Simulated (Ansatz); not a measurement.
The system is V.

```xyz
1
Lattice="-1.5144 1.5144 1.5144 1.5144 -1.5144 1.5144 1.5144 1.5144 -1.5144" Properties=species:S:1:pos:R:3 pbc="T T T"
V     0.0000    0.0000    0.0000
```

```yaml
Program: Ansatz 0.2.0
Task: relaxation of cell and atoms
Functional: revPBE
Dispersion: D3(BJ)
Potentials_or_basis: Ansatz PAW
Cutoff: "420 eV (not typed: the program's choice for these potentials)"
k_mesh: 12 × 12 × 12
Occupations: fermi-dirac, width 0.05 eV
Spin: collinear spin, ferromagnetic start
Starting_moments: "[2.0] μB"
```

At the start: volume 13.89 Å³/atom.

Q: Where does the relaxation end?

A: It ends after 5 steps and the volume is 12.51 Å³/atom (-9.9 %); space group Im-3m (No. 229, to 0.05 Å); moment 0.00 μB per cell.

Step by step:
```tsv
step	energy change (eV)	largest force (eV/Å)	volume (Å³)
1	0.0000	0.0000	13.89
2	-0.0802	0.0000	12.33
3	-0.0816	0.0000	12.53
4	-0.0816	0.0000	12.51
5	-0.0804	0.0000	12.51
```

Final structure:
```yaml
crystal:
  lattice:
    - [-1.46241, 1.46241, 1.46241]
    - [1.46241, -1.46241, 1.46241]
    - [1.46241, 1.46241, -1.46241]
  atoms:
    - { symbol: V, position: [0.00000, 0.00000, 0.00000] }
```

Caveat: the plane-wave basis is chosen anew once the cell has moved, so the energies of steps on either side of that aren't comparable; the PAW data sets come from PBE, with cores solved anew for the run's functional, which leaves a small shift of forces and pressure; the starting moments weren't kept.
